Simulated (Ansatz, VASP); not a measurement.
**Two plane-wave programs on Be**

```
Be
1.0
    -1.26941    1.26941    1.26941
     1.26941   -1.26941    1.26941
     1.26941    1.26941   -1.26941
Be
1
Direct
  0.00000 0.00000 0.00000
```

The cell was built by a generator and needn't be a form met in nature.

Alike in both runs: task single point; functional PBE; k mesh 10 × 10 × 10; no spin polarisation.

|  | VASP | Ansatz |
| --- | --- | --- |
| version | VASP 6.6.1 | Ansatz 0.2.0 |
| potentials or method | VASP PAW PBE potentials, release 64 (Be) | PAW plane waves |
| plane-wave cutoff (eV) | 520 | 420 |
| occupations | fermi-dirac, width 0.1 eV | fermi-dirac |
| valence electrons in the cell | 2 | 2 |

```tsv
	VASP	Ansatz	Ansatz less VASP
gap on the k mesh at the Fermi level (eV)	none	none	-
pressure (GPa)	-4.9	-5.1	-0.14
```

A gap of «none» marks a metal or a gap that the smearing closes.
